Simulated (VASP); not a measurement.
Set up this calculation in VASP 6.6.1, as the native input.

| Quantity | Value |
| --- | --- |
| Task | relaxation of the atoms |
| Functional | PBE |
| Potentials or basis | VASP PAW PBE potentials, release 64 (Ta_pv) |
| Cutoff | 600 eV |
| k mesh | 16 × 16 × 16 |
| Occupations | methfessel-paxton, width 0.1 eV |
| Spin | no spin polarisation |
| Further INCAR settings | ALGO = Normal; EDIFF = 1e-07; IBRION = 2; EDIFFG = -0.01; NSW = 40 |

The structure of Ta lies in POSCAR:

```
Ta                                      
1.0
   -1.6825768042      1.6825768042      1.6825768042
    1.6825768042     -1.6825768042      1.6825768042
    1.6825768042      1.6825768042     -1.6825768042
  Ta            
     1
Direct
     0.0000000000000000    0.0000000000000000    0.0000000000000000
```

The cell isn't the ideal one: a relaxed cell with its volume scaled by 1.04.

These files were run (other wordings do the same):

INCAR

```
SYSTEM = Ta
  PREC = Accurate
  ENCUT = 600
  EDIFF = 1E-7
  ISMEAR = 1
  SIGMA = 0.1
  LREAL = .FALSE.
  LASPH = .TRUE.
  NELM = 80
  ALGO = Normal
  ISIF = 2
  LWAVE = .FALSE.
  LCHARG = .FALSE.
  GGA = PE
  IBRION = 2
  NSW = 40
  EDIFFG = -0.01
```

KPOINTS

```
Automatic mesh
0
G
  16 16 16
  0 0 0
```

Potentials or basis: VASP PAW PBE potentials, release 64 (Ta_pv).

Command:

```console
$ cat potpaw_PBE.64/Ta_pv/POTCAR > POTCAR
$ mpirun -np 1 vasp_std > vasp.out
```

It gave:

The pressure after relaxing is -7.1 GPa and the band gap on the k mesh is none (metal or under the smearing width).

Caveat: the relaxation stopped at its first step, so nothing moved.

Run time: 17 s on 1 thread of Intel(R) Xeon(R) Platinum 8488C (Sapphire Rapids), on a shared host, peak memory 0.16 GiB.
